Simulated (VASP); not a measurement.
# VASP 6.6.1 run: CdS

INCAR

```
LCHARG = .FALSE.
GGA = ZZ
ISMEAR = -1
ISIF = 2
ENCUT = 520
LREAL = .FALSE.
SIGMA = 0.02
NSW = 0
IBRION = -1
LASPH = .TRUE.
NELM = 60
EDIFF = 1E-7
NBANDS = 16
PREC = Accurate
LWAVE = .FALSE.
```

KPOINTS

```
KPOINTS created by Atomic Simulation Environment
0
Gamma
8 8 8
0 0 0
```

POSCAR

```
Cd S
 1.0000000000000000
     0.0000000000000000    2.8216462493000001    2.8216462493000001
     2.8216462493000001    0.0000000000000000    2.8216462493000001
     2.8216462493000001    2.8216462493000001    0.0000000000000000
 Cd  S
   1   1
Cartesian
  0.0000000000000000  0.0000000000000000  0.0000000000000000
  1.4108231246499998  1.4108231246499998  1.4108231246499998
```

The recommended PBE PAW datasets give the neutral cell 18 valence electrons.

Command

```
mpirun -np 1 vasp_std
```

Standard output (part)

```
POSCAR found type information on POSCAR CdS
 POSCAR found :  2 types and       2 ions
|     EEEEEEE  RRRRRR   RRRRRR   OOOOOOO  RRRRRR      ###     ###     ###     |
|     E        R     R  R     R  O     O  R     R     ###     ###     ###     |
|     E        R     R  R     R  O     O  R     R     ###     ###     ###     |
|     EEEEE    RRRRRR   RRRRRR   O     O  RRRRRR       #       #       #      |
|     E        R    R   R    R   O     O  R    R      ###     ###     ###     |
|     EEEEEEE  R     R  R     R  OOOOOOO  R     R     ###     ###     ###     |
|     Error: One of the selected functionals does not exist.                  |
|       ---->  I REFUSE TO CONTINUE WITH THIS SICK JOB ... BYE!!! <----       |
```

VASP stopped before the first electronic step.

Question: Why shouldn't this run be trusted?

Answer: Unknown functional word. VASP stopped before the first electronic step.
